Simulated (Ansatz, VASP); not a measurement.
# Al35CuN36 (Cu_Al): VASP beside Ansatz, part 2 of 2

Wanted: the spread between two codes on one cell, functional and k mesh. Of the first pair: The structure shown is the start of the Ansatz relaxation below; VASP solves that cell, so the two are compared at the walk's first step.

VASP 6.6.1 and Ansatz 0.2.0.

So far: The starting structure; Ansatz: relaxation, r2SCAN.

**3. VASP: single point, r2SCAN, start cell, pair 1**

Level of this step: r2SCAN, spin-polarised from a ferrimagnetic start; plane waves and PAW (Al, N, Cu) (VASP).

The same cell, functional and mesh now go to VASP, with its own data sets.

Lines of VASP's logs that name or quote its potential files are left out, and so is its time.

INCAR

```
SYSTEM = Al35CuN36
PREC = Accurate
ENCUT = 580
EDIFF = 1E-06
NELM = 200
ISMEAR = 0
SIGMA = 0.01
LREAL = Auto
ALGO = Normal
METAGGA = R2SCAN
LASPH = .TRUE.
NELECT = 295
NBANDS = 200
ISPIN = 2
MAGMOM = -0 -0 0 0 0 0 -0 0 0 -0 0 -0 0 -0 -0 0 0 -0 0 0 0 0 -0 -0 -0 -0 -0 -0 0 -0 0 0 0 0 -0 -0 0.01 0 -0 0.25 0.01 0 -0 0 0 -0 -0 -0.02 0.01 -0 -0 0.23 0 0 0.16 -0.22 -0.01 0.02 -0 -0 -0 0 -0 0.04 0.01 0 -0 0 -0.01 0 0 0.34
LMAXMIX = 4
LORBIT = 11
LWAVE = .FALSE.
LCHARG = .FALSE.
ISIF = 2
ISYM = 0
NUPDOWN = 1
GGA_COMPAT = .FALSE.
LMIXTAU = .TRUE.
NCORE = 2
```

POSCAR

```
Al35CuN36
1.0
    9.3195655359      0.0000000860      0.0000000000
   -4.6597828424      8.0709804634      0.0000000000
    0.0000000000      0.0000000000      9.9564777190
Al N Cu
35 36 1
Direct
    0.2188891950      0.1130370697      0.2521730145
    0.1134797677      0.2184522684      0.4994364614
    0.2172003653      0.1083170732      0.7466730916
    0.1089399557      0.2168575427      0.9971362645
    0.2242426307      0.4490112443      0.2462173943
    0.1165692358      0.5602599350      0.4981102896
    0.2216851015      0.4396125102      0.7522063737
    0.1159064464      0.5608327279      0.9979154557
    0.2189726702      0.7800174972      0.2473222026
    0.1064863722      0.8848931085      0.4966551565
    0.2257363466      0.7825572134      0.7465849078
    0.1104991856      0.8863390294      0.9950671592
    0.5611632212      0.1122797851      0.2481142498
    0.4490196831      0.2210339834      0.4986647025
    0.5513104048      0.1050828900      0.7497129216
    0.4456749900      0.2279696959      0.9985309344
    0.5586984148      0.4415934307      0.2483397312
    0.5546280632      0.4491605411      0.7485312789
    0.4426133500      0.5496086853      0.9986868128
    0.5607251370      0.7780737397      0.2513531462
    0.4395302130      0.8838093457      0.4977784453
    0.5531609428      0.7768899926      0.7542241556
    0.4416327752      0.8827176567      0.9999582464
    0.8872822162      0.1075438019      0.2537040780
    0.7725167198      0.2170195977      0.4984904441
    0.8834288348      0.1061064301      0.7485549820
    0.7762593350      0.2164422205      0.0008734295
    0.8883418027      0.4395465879      0.2470943108
    0.7746312887      0.5585867732      0.4999724943
    0.8876202334      0.4447833742      0.7447714151
    0.7723571035      0.5554425455      0.9996036029
    0.8867882993      0.7734741711      0.2532136435
    0.7795893314      0.8923394085      0.4954316315
    0.8890336736      0.7820717634      0.7465047590
    0.7741370340      0.8828005427      0.9988607699
    0.2215303688      0.1059804301      0.4381970334
    0.1146735054      0.2266625472      0.1936670833
    0.2233688310      0.1064756611      0.9411625541
    0.1105684458      0.2183781758      0.6941188636
    0.2226157404      0.4481672329      0.4366267994
    0.1061891804      0.5507361852      0.1882944002
    0.2194423261      0.4478447194      0.9402064931
    0.1157206090      0.5592262316      0.6935003718
    0.2276382179      0.7821217024      0.4385011571
    0.1091992835      0.8841461112      0.1936002926
    0.2271111997      0.7813174631      0.9433072885
    0.1155562991      0.8913656801      0.6938880591
    0.5520475864      0.1128079738      0.4378100492
    0.4435736884      0.2259654784      0.1873287977
    0.5540304451      0.1135990796      0.9365991933
    0.4428764823      0.2211453701      0.6952489822
    0.5542157737      0.4490005853      0.4400657666
    0.4465441211      0.5517175988      0.1892192252
    0.5610371834      0.4494908603      0.9413018604
    0.4415838900      0.5495404161      0.6915917651
    0.5580232027      0.7831581281      0.4428790105
    0.4388124973      0.8869131817      0.1884600210
    0.5569554223      0.7739945575      0.9429126710
    0.4474725638      0.8858144303      0.6912626327
    0.8829199395      0.1073026912      0.4414993057
    0.7747473435      0.2177283096      0.1937763589
    0.8932264189      0.1108129213      0.9431413664
    0.7805801139      0.2279244686      0.6884359302
    0.8887698898      0.4397053047      0.4428524951
    0.7825978502      0.5589013569      0.1873675664
    0.8880352626      0.4458452031      0.9357278008
    0.7766185444      0.5585793391      0.6939983391
    0.8917543921      0.7744838377      0.4398992418
    0.7790915430      0.8936838549      0.1873847411
    0.8907897653      0.7747130540      0.9433512799
    0.7806455727      0.8902918258      0.6859469978
    0.4392911968      0.5555025170      0.4981221412
```

KPOINTS

```
Points of the shifted mesh
1
Reciprocal
 0.2500000000  0.2500000000  0.2500000000 1
```

Potentials, in the order of the species: Al, N and Cu (PBE family, release 64).

Started as:

```console
$ mpirun -np 8 vasp_std
```

Numbers of over 12 decimals in the logs are rounded to 6 here.

Output:

```text
[banner, memory and clock lines left out]
running    8 mpi-ranks, on    1 nodes
[...]
|                                                                             |
|               ----> ADVICE to this user running VASP <----                  |
|                                                                             |
|     You enforced a specific xc type in the INCAR file but a different       |
|     [... a line on the potential file left out ...]
|     I HOPE YOU KNOW WHAT YOU ARE DOING!                                     |
|                                                                             |

 LDA part: xc-table for (None), standard interpolation
 POSCAR, INCAR and KPOINTS ok, starting setup
[...]
entering main loop
       N       E                     dE             d eps       ncg     rms          rms(c)
DAV:   1     0.178828796773E+04    0.17883E+04   -0.14386E+05   800   0.154E+03
DAV:   2    -0.594086908508E+03   -0.23824E+04   -0.22275E+04   976   0.351E+02
DAV:   3    -0.846901214062E+03   -0.25281E+03   -0.24684E+03   968   0.127E+02
DAV:   4    -0.860501136640E+03   -0.13600E+02   -0.13517E+02  1216   0.350E+01
DAV:   5    -0.860753196623E+03   -0.25206E+00   -0.25150E+00   984   0.358E+00BRMIX: very serious problems
 the old and the new charge density differ
 old charge density:   296.00000 new  295.00000
    0.609E+01
DAV:   6    -0.740495926713E+03    0.12026E+03   -0.45315E+02  1200   0.101E+02    0.350E+01
DAV:   7    -0.704322486083E+03    0.36173E+02   -0.13247E+02  1168   0.755E+01    0.183E+01
DAV:   8    -0.696832460417E+03    0.74900E+01   -0.23016E+01  1176   0.183E+01    0.111E+01
DAV:   9    -0.692410104475E+03    0.44224E+01   -0.12271E+01  1240   0.457E+01    0.914E+00
[...]
DAV:  23    -0.694703828796E+03   -0.35841E-05   -0.22727E-05  1224   0.406E-02    0.593E-03
DAV:  24    -0.694703829872E+03   -0.10766E-05   -0.55246E-06   776   0.191E-02    0.511E-03
DAV:  25    -0.694703830833E+03   -0.96117E-06   -0.27641E-06   576   0.807E-03
   1 F= -.69470383E+03 E0= -.69470383E+03  d E =-.439171E-30  mag=     1.0000
```

From OUTCAR (step 3):

```text
  FREE ENERGIE OF THE ION-ELECTRON SYSTEM (eV)
  ---------------------------------------------------
  free  energy   TOTEN  =      -694.7038308333 eV

  energy  without entropy=     -694.7038308333  energy(sigma->0) =     -694.70383083

 magnetization (x)
# of ion       s       p       d       tot
------------------------------------------
    1       -0.000   0.000   0.000  -0.000
    2        0.002   0.003   0.000   0.005
    3       -0.000   0.000   0.000   0.000
    4       -0.000   0.001   0.000   0.001
    5       -0.000   0.001   0.000   0.001
    6       -0.002  -0.007   0.000  -0.008
    7       -0.001  -0.001   0.000  -0.002
    8        0.000   0.001   0.000   0.001
    9       -0.000  -0.000   0.000  -0.000
   10        0.000   0.000   0.000   0.000
   11       -0.000   0.000   0.000   0.000
   12       -0.000  -0.000   0.000  -0.000
   13       -0.000  -0.000   0.000  -0.000
[...]
--------------------------------------------------
tot          0.016   0.479   0.320   0.815
```

The run ends at a pressure of -1.22 GPa, with forces up to 2.2 eV/Å.

**4. Differences**

Known differences besides the potentials themselves: VASP starts from the moments at which Ansatz ended; VASP keeps PBE cores, Ansatz makes them for the functional; fixed occupations in Ansatz, narrow Gaussian smearing in VASP; the cutoff is 500 eV in Ansatz and 580 eV in VASP (PREC = Accurate, projectors in real space). Total energies have different zeros and are not compared.

Forces on 10 of the 72 atoms, those with the largest forces and the largest differences (eV/Å; atoms numbered as in POSCAR):

```csv
atom,"Ansatz x, y, z","VASP x, y, z"
Al13,"-1.867, -0.639, -0.315","-1.891, -0.706, -0.316"
Al14,"-1.582, 0.045, 0.985","-1.578, -0.009, 1.063"
Al18,"1.654, -1.404, 0.439","1.639, -1.438, 0.455"
Al31,"2.110, 0.121, -0.371","2.109, 0.115, -0.401"
N40,"-0.408, -1.403, 0.241","-0.558, -1.133, 0.142"
N42,"1.409, -0.859, 0.097","1.418, -0.883, 0.097"
N52,"0.874, -1.019, -0.266","1.188, -1.079, -0.313"
N54,"-1.489, -0.660, -0.768","-1.487, -0.657, -0.776"
N56,"0.277, 0.271, -0.850","0.086, 0.095, -0.895"
N63,"-0.120, -1.652, -0.092","-0.113, -1.649, -0.098"
```

The forces differ by 47 meV/Å r.m.s., which is 6.2 % of the r.m.s. force of 0.769 eV/Å (both taken over all components). Moments aren't recorded for both runs of this pair, so they may hold unlike magnetic states. The cell carries a charge of +1 e against a uniform background, so its pressure also hangs on how the neutralising background is counted, and in a defect's cell a gap may be the spacing between its levels.

**5. Ansatz: relaxation, r2SCAN**

This run makes the geometry at which the two programs are then compared.

The structure compared here is the end of the Ansatz relaxation.

This is the run of step 2 again, met here at its other cell.

**6. VASP: single point, r2SCAN, relaxed atoms in a fixed cell, pair 2**

The same cell, functional and mesh now go to VASP, with its own data sets.

INCAR is that of step 3.

POSCAR

```
Al35CuN36
1.0
    9.3195655372      0.0000000854      0.0000000000
   -4.6597828426      8.0709804647      0.0000000000
    0.0000000000      0.0000000000      9.9564777200
Al N Cu
35 36 1
Direct
    0.2217483240      0.1097177032      0.2489794625
    0.1092442373      0.2178076938      0.5004586463
    0.2215544487      0.1100241006      0.7501990145
    0.1106751649      0.2209172643      0.9990258917
    0.2224655103      0.4430305192      0.2465810212
    0.1103729713      0.5571005445      0.5012189045
    0.2177430767      0.4418985612      0.7489314579
    0.1107119800      0.5551308210      0.9992696065
    0.2220118632      0.7769243919      0.2493000468
    0.1108414139      0.8879290110      0.4996719321
    0.2217059843      0.7775230862      0.7506113552
    0.1109095002      0.8881813126      0.9999141260
    0.5558142764      0.1106489974      0.2487675606
    0.4410751517      0.2182129518      0.5006452245
    0.5558288379      0.1113320954      0.7501611951
    0.4435793165      0.2209442505      0.9988187133
    0.5547910292      0.4432805198      0.2457466271
    0.5571622362      0.4424038079      0.7487383988
    0.4441630530      0.5551694309      0.9982242015
    0.5557467060      0.7766599080      0.2459911777
    0.4417440762      0.8898177366      0.5013866317
    0.5580041589      0.7824324106      0.7492382844
    0.4439991576      0.8885739623      0.9991599418
    0.8887146324      0.1107088433      0.2492074092
    0.7778142649      0.2216568857      0.4998520489
    0.8886729211      0.1112224267      0.7501896369
    0.7776188431      0.2217667821      0.9998352939
    0.8885372248      0.4433682090      0.2490300512
    0.7804889560      0.5578432901      0.5008810031
    0.8882763970      0.4436846277      0.7501140418
    0.7779855066      0.5553471966      0.9991003728
    0.8890597830      0.7771483977      0.2491934575
    0.7825469051      0.8911337640      0.5009997805
    0.8892989335      0.7777231753      0.7504144008
    0.7783659449      0.8887503071      0.9990530252
    0.2212281561      0.1096908051      0.4398359212
    0.1111737593      0.2210025363      0.1897751098
    0.2215783641      0.1103206688      0.9402337268
    0.1107368004      0.2210103511      0.6901616486
    0.2151107359      0.4388985720      0.4391390505
    0.1113983422      0.5543255500      0.1904432800
    0.2221729055      0.4440957507      0.9393341151
    0.1106196376      0.5552936565      0.6904751503
    0.2219115954      0.7772748467      0.4401569497
    0.1111134591      0.8875964859      0.1902907208
    0.2219112665      0.7773280582      0.9407468833
    0.1110973200      0.8881310475      0.6901605610
    0.5553309424      0.1110803761      0.4397305020
    0.4441145211      0.2210109345      0.1895543148
    0.5552674799      0.1108944024      0.9403552980
    0.4439715435      0.2213870436      0.6900965702
    0.5573816861      0.4403916924      0.4379758418
    0.4444522510      0.5547044846      0.1894008581
    0.5547983099      0.4442915661      0.9391793424
    0.4442675616      0.5564975513      0.6923432564
    0.5614546086      0.7875530091      0.4390563859
    0.4446370920      0.8878474689      0.1903554523
    0.5552394536      0.7773241754      0.9395124087
    0.4440845918      0.8890208070      0.6905289663
    0.8887131779      0.1111092382      0.4398111083
    0.7778156360      0.2213927718      0.1903054866
    0.8884658242      0.1108928856      0.9403033651
    0.7776786912      0.2217372750      0.6902122451
    0.8884531581      0.4441440834      0.4400104849
    0.7776133786      0.5546219487      0.1901397300
    0.8885287561      0.4440872716      0.9403915700
    0.7781051394      0.5554173333      0.6901852660
    0.8889910710      0.7777412903      0.4399848906
    0.7780309410      0.8880487468      0.1900288906
    0.8886628225      0.7774180622      0.9405341761
    0.7787976951      0.8890412106      0.6904830818
    0.4444232968      0.5569695013      0.4975792002
```

KPOINTS is that of step 3.

Started as:

```console
$ mpirun -np 8 vasp_std
```

Output:

```text
[banner, memory and clock lines left out]
running    8 mpi-ranks, on    1 nodes
[...]
[... a notice as in an earlier step ...]

 LDA part: xc-table for (None), standard interpolation
 POSCAR, INCAR and KPOINTS ok, starting setup
[...]
entering main loop
       N       E                     dE             d eps       ncg     rms          rms(c)
DAV:   1     0.178577695555E+04    0.17858E+04   -0.14387E+05   800   0.154E+03
DAV:   2    -0.598527794590E+03   -0.23843E+04   -0.22120E+04   984   0.351E+02
DAV:   3    -0.849563459675E+03   -0.25104E+03   -0.24567E+03   968   0.127E+02
DAV:   4    -0.862255426270E+03   -0.12692E+02   -0.12623E+02  1272   0.342E+01
DAV:   5    -0.862377500453E+03   -0.12207E+00   -0.12166E+00   960   0.265E+00BRMIX: very serious problems
 the old and the new charge density differ
 old charge density:   296.00000 new  295.00000
    0.605E+01
DAV:   6    -0.742868024027E+03    0.11951E+03   -0.44647E+02  1168   0.864E+01    0.350E+01
DAV:   7    -0.706237105214E+03    0.36631E+02   -0.11824E+02  1152   0.609E+01    0.177E+01
DAV:   8    -0.700103527935E+03    0.61336E+01   -0.20625E+01  1208   0.332E+01    0.132E+01
DAV:   9    -0.695988843359E+03    0.41147E+01   -0.22571E+01  1248   0.587E+01    0.114E+01
[...]
DAV:  22    -0.697043714400E+03   -0.16860E-05   -0.53389E-05  1248   0.320E-02    0.112E-02
DAV:  23    -0.697043715152E+03   -0.75150E-06   -0.18107E-05  1216   0.171E-02    0.680E-03
DAV:  24    -0.697043715669E+03   -0.51683E-06   -0.56759E-06   728   0.144E-02
   1 F= -.69704372E+03 E0= -.69704372E+03  d E =-.366945E-38  mag=     1.0000
```

Parts of OUTCAR (step 6):

```text
  FREE ENERGIE OF THE ION-ELECTRON SYSTEM (eV)
  ---------------------------------------------------
  free  energy   TOTEN  =      -697.0437156685 eV

  energy  without entropy=     -697.0437156685  energy(sigma->0) =     -697.04371567

 magnetization (x)
# of ion       s       p       d       tot
------------------------------------------
    1       -0.000  -0.000   0.000  -0.000
    2       -0.003  -0.005   0.000  -0.008
    3        0.000   0.000   0.000   0.000
    4        0.000   0.001   0.000   0.001
    5       -0.001   0.000   0.000  -0.001
    6       -0.001   0.001   0.000   0.001
    7       -0.001  -0.001   0.000  -0.001
    8       -0.000   0.000   0.000   0.000
    9        0.000   0.000   0.000   0.000
   10       -0.000  -0.000   0.000  -0.000
   11        0.000  -0.000   0.000   0.000
   12       -0.000  -0.000   0.000  -0.000
   13        0.000   0.000   0.000   0.000
[...]
--------------------------------------------------
tot          0.010   0.496   0.314   0.820
```

The run ends at a pressure of -1.89 GPa, with forces up to 0.10 eV/Å.

**7. Comparison**

What differs besides the data sets and the points named for the pairs above, as far as they apply: site moments are counted in spheres of each program's own size. Total energies have different zeros and are not compared.

Both answers:

```csv
quantity,Ansatz,VASP,difference
"total moment, fixed by the input (μB)",1.00,1.00,0.00
moment on Cu72 (μB),0.34,0.34,-0.01
moment on N40 (μB),0.25,0.24,+0.01
moment on N52 (μB),0.23,0.23,+0.01
moment on N56 (μB),-0.22,-0.21,0.00
moment on N55 (μB),0.16,0.15,+0.01
```

The largest component of a force difference here is 97 meV/Å. The cell carries a charge of +1 e against a uniform background, so its pressure also hangs on how the neutralising background is counted, and in a defect's cell a gap may be the spacing between its levels.

**8. Results**

```yaml
r_m_s_force_difference_single_point_r2scan_start_cell_pair_1: 6.2 % of the r.m.s. force
r_m_s_force_difference_single_point_r2scan_relaxed_atoms_in_a_fixed_cell_pair_2: 14 meV/Å
```

The r.m.s. force difference is 6.2 % of the r.m.s. force (single point, r2SCAN, start cell, pair 1), beyond the 3 % picked in this series as the mark of a large difference. The data sets hold unlike numbers of valence electrons (303 in Ansatz and 295 in VASP), so part of the differences may come from the potentials. What causes the difference of the single point, r2SCAN, start cell, pair 1 pair stays open here. What causes the difference of the single point, r2SCAN, relaxed atoms in a fixed cell, pair 2 pair stays open here. Such differences can come from data sets, numerical settings and the points named under the comparisons, not from the functional's error against experiment.

[Lines on the potential files, build, host, timing and source positions are cut from VASP's logs without a mark.]

[Logs are printed without paths, hosts, clocks, repeated set-up lines and the standing remarks that a program may print on its own settings, such as how far it seeks lower states.]

[Hosts, paths, dates, database ids (printed as entryN), source tags and the programs' standing remarks are cut or masked in the printed files.]
